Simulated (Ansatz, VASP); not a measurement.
# Ni (linear Ni chain) in two plane-wave programs, part 2 of 2

Aim: how closely do two programs agree when they are given the same cell, functional and k mesh? The structure shown is the end of the Ansatz relaxation below.

VASP 6.6.1 and Ansatz 0.2.0.

So far: The structure; Ansatz: relaxation, PBEsol; VASP: single point, PBEsol.

### Step 3. VASP: single point, PBEsol (continued)

Level of this step: PBEsol, spin-polarised from a ferromagnetic start (one magnetic atom a cell); plane waves and PAW (Ni) (VASP).

Numbers of over 12 decimals in the logs are rounded to 6 here.

From OUTCAR (step 3):

```text
ion  position               nearest neighbor table
   1  0.500  0.500  0.000-

  LATTYP: Found a simple tetragonal cell.
 ALAT       =     7.5000000000
 C/A-ratio  =     0.2850851529

 Subroutine GETGRP returns: Found 16 space group operations
 (whereof 16 operations were pure point group operations)

The static configuration has the point symmetry D_4h.

 Found     18 irreducible k-points:

   k-points           NKPTS =     18   k-points in BZ     NKDIM =     18   number of bands    NBANDS=     12

   dimension x,y,z NGX =    60 NGY =   60 NGZ =   18
   dimension x,y,z NGXF=   120 NGYF=  120 NGZF=   36

   ENCUT  =  600.0 eV  44.10 Ry    6.64 a.u.  14.98 14.98  4.27*2*pi/ulx,y,z

   NELECT =      10.0000    total number of electrons

 k-points in reciprocal lattice and weights: Automatic mesh
   0.00000000  0.00000000  0.00000000       0.029
   0.00000000  0.00000000  0.02857143       0.057
   0.00000000  0.00000000  0.05714286       0.057
   0.00000000  0.00000000  0.08571429       0.057
   0.00000000  0.00000000  0.11428571       0.057
   0.00000000  0.00000000  0.14285714       0.057
   0.00000000  0.00000000  0.17142857       0.057
   0.00000000  0.00000000  0.20000000       0.057
   0.00000000  0.00000000  0.22857143       0.057
[...]
0.00000000  0.00000000  0.45714286       0.057
   0.00000000  0.00000000  0.48571429       0.057

 average (electrostatic) potential at core
       1 -94.3547

 E-fermi :  -3.7182

 spin component 1
 k-point     1 :       0.0000    0.0000    0.0000
  band No.  band energies     occupation
    ...
      2      -5.5778      1.00000
      3      -5.2870      1.00000
      4      -5.2783      1.00000
      5      -4.3120      0.99999
      6      -4.3120      0.99999
      7      -1.1118      0.00000
      8      -1.1118      0.00000
      9       0.9021      0.00000
     10       2.2114      0.00000
     11       4.0431      0.00000
    ...

 k-point     2 :       0.0000    0.0000    0.0286
  band No.  band energies     occupation
    ...
      2      -5.5614      1.00000
      3      -5.2822      1.00000
      4      -5.2736      1.00000
      5      -4.3459      1.00000
      6      -4.3459      1.00000
      7      -1.0664      0.00000
      8      -1.0664      0.00000
      9       0.9280      0.00000
     10       2.2373      0.00000
     11       4.0717      0.00000
    ...

 k-point     3 :       0.0000    0.0000    0.0571
  band No.  band energies     occupation
    ...
      2      -5.5120      1.00000
      3      -5.2679      1.00000
      4      -5.2594      1.00000
      5      -4.4423      1.00000
      6      -4.4423      1.00000
      7      -0.9347      0.00000
      8      -0.9347      0.00000
      9       1.0055      0.00000
     10       2.3152      0.00000
     11       4.1573      0.00000
    ...

 k-point     4 :       0.0000    0.0000    0.0857
  band No.  band energies     occupation
    ...
      2      -5.4296      1.00000
      3      -5.2447      1.00000
      4      -5.2363      1.00000
      5      -4.5887      1.00000
      6      -4.5887      1.00000
      7      -0.7272      0.00000
      8      -0.7272      0.00000
      9       1.1347      0.00000
     10       2.4451      0.00000
     11       4.2995      0.00000
    ...

 k-point     5 :       0.0000    0.0000    0.1143
  band No.  band energies     occupation
    ...
      2      -5.3135      1.00000
      3      -5.2132      1.00000
      4      -5.2050      1.00000
      5      -4.7706      1.00000
      6      -4.7706      1.00000
      7      -0.4554      0.00000
      8      -0.4554      0.00000
      9       1.3157      0.00000
     10       2.6271      0.00000
     11       4.4977      0.00000
    ...

 k-point     6 :       0.0000    0.0000    0.1429
  band No.  band energies     occupation
    ...
      2      -5.1745      1.00000
      3      -5.1664      1.00000
      4      -5.1625      1.00000
      5      -4.9747      1.00000
      6      -4.9747      1.00000
      7      -0.1285      0.00000
      8      -0.1285      0.00000
      9       1.5485      0.00000
     10       2.8614      0.00000
     11       4.7501      0.00000
    ...

  Total       -0.0827374     -0.0827374      0.0045166      0.0000000      0.0000000      0.0000000
  in kB       -1.1021835     -1.1021835      0.0601676      0.0000000      0.0000000      0.0000000
  external PRESSURE =      -0.7147332 kB  Pullay stress =       0.0000000 kB

  energy-cutoff  :      600.00
  volume of cell :      120.27
      direct lattice vectors                 reciprocal lattice vectors
     7.500000000  0.000000000  0.000000000     0.133333333  0.000000000  0.000000000
     0.000000000  7.500000000  0.000000000     0.000000000  0.133333333  0.000000000
     0.000000000  0.000000000  2.138138647     0.000000000  0.000000000  0.467696518

 POSITION                                       TOTAL-FORCE (eV/Angst)
 -----------------------------------------------------------------------------------
      3.75000      3.75000      0.00000         0.000000      0.000000      0.000000
 -----------------------------------------------------------------------------------
    total drift:                                0.000000      0.000000     -0.000000

  FREE ENERGIE OF THE ION-ELECTRON SYSTEM (eV)
  ---------------------------------------------------
  free  energy   TOTEN  =        -2.9621847884 eV

  energy  without entropy=       -2.9316280516  energy(sigma->0) =       -2.94690642

 total charge
# of ion       s       p       d       tot
------------------------------------------
    1        0.554   0.159   8.339   9.052

 magnetization (x)
# of ion       s       p       d       tot
------------------------------------------
    1        0.026  -0.004   1.077   1.100

[... 6 further parts left out ...]
```

The cell holds one magnetic atom, so no antiferromagnetic order fits into it.

### Step 4. Comparison

Known differences besides the potentials themselves: VASP starts from the moments at which Ansatz ended; the data sets hold 18 valence electrons in Ansatz (on its default PAW (the set named soft_2) files) and 10 in VASP; the cutoff is 420 eV in Ansatz and 600 eV in VASP; Ansatz makes its cores anew for this functional, VASP keeps those of its PBE data sets; Ansatz's pressure holds a Pulay correction, VASP's none; site moments are counted in spheres of each program's own size. Total energies have different zeros and are not compared.

Compared:

| quantity | Ansatz | VASP | difference |
| --- | --- | --- | --- |
| pressure (GPa) | -0.08 | -0.07 | 0.00 |
| total moment (μB) | 1.13 | 1.11 | +0.02 |
| moment on Ni1 (μB) | 1.09 | 1.10 | -0.01 |

### Step 5. Summary of results

| Property | Result |
| --- | --- |
| difference in total moment (single point, PBEsol) | 0.017 μB |

In words: The difference in total moment is 0.017 μB (single point, PBEsol). The data sets hold unlike numbers of valence electrons (18 in Ansatz and 10 in VASP), so part of the differences comes from the potentials. Such differences can come from data sets, numerical settings and the points named under the comparisons, not from the functional's error against experiment.

[Lines on the potential files, build, host, timing and source positions are cut from VASP's logs without a mark.]

[Logs are printed without paths, hosts, clocks, repeated set-up lines and the standing remarks that a program may print on its own settings, such as how far it seeks lower states.]

[Hosts, paths, dates, database ids (printed as entryN), source tags and the programs' standing remarks are cut or masked in the printed files.]
